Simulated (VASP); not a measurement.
Runs of VASP 6.6.1 on Cd. Symmetry: P6_3/mmc, No. 194, hexagonal system. Conventional cell: a = 2.979 Å, b = 2.979 Å, c = 5.618 Å, α = 90.00°, β = 90.00°, γ = 120.00°. Around Cd (site symmetry -6m2) lie 12 Cd at 2.98 to 3.29 Å. 

```tsv
task	level	potentials or basis	cell	cutoff (eV)	smearing	other keys	gap on the mesh (eV)	pressure (GPa)
relaxation of the atoms	AM05	VASP PAW PBE potentials, release 64 (Cd)	atoms relaxed from: volume scaled by 1.04	520	gaussian 0.05 eV	ADDGRID = yes; NBANDS = 16	none	-2.8
single point	PBE	VASP PAW PBE potentials, release 64 (Cd_GW)	as given	550	gaussian 0.05 eV	-	none	2.7
single point	PBE	VASP PAW PBE potentials, release 64 (Cd)	as given	520	gaussian 0.1 eV	-	none	3.2
core levels	r2SCAN+rVV10	VASP PAW PBE potentials, release 64 (Cd)	as given	520	gaussian 0.1 eV	-	none	-0.4
optical spectrum	PBE+TS-HI	VASP PAW PBE potentials, release 64 (Cd)	as given	520	tetrahedron	-	none	(a)
relaxation of the atoms	LDA	VASP PAW LDA potentials, release 64 (Cd)	atoms relaxed from: atoms moved at random, drawn with an rms of 0.05 Å	500	methfessel-paxton 0.1 eV	-	none	-4.0
```

Alike in all rows: no spin polarisation; k mesh 10 × 10 × 5.

**Question.** Fill in the values left out.

**Answer.** (a) -1.0.

Caveats: the PAW data sets were made with another functional, which shifts forces and pressure a little (some runs); pairwise dispersion overbinds metals, which lowers pressure and volume (some runs); the relaxation stopped at its first step, so nothing moved (some runs); tetrahedron occupations give inexact forces and stress in metals (some runs).

A k mesh can miss the band edges, and the runs leave out spin-orbit coupling on Cd.

A gap of «none» marks a metal or a gap under the smearing width.
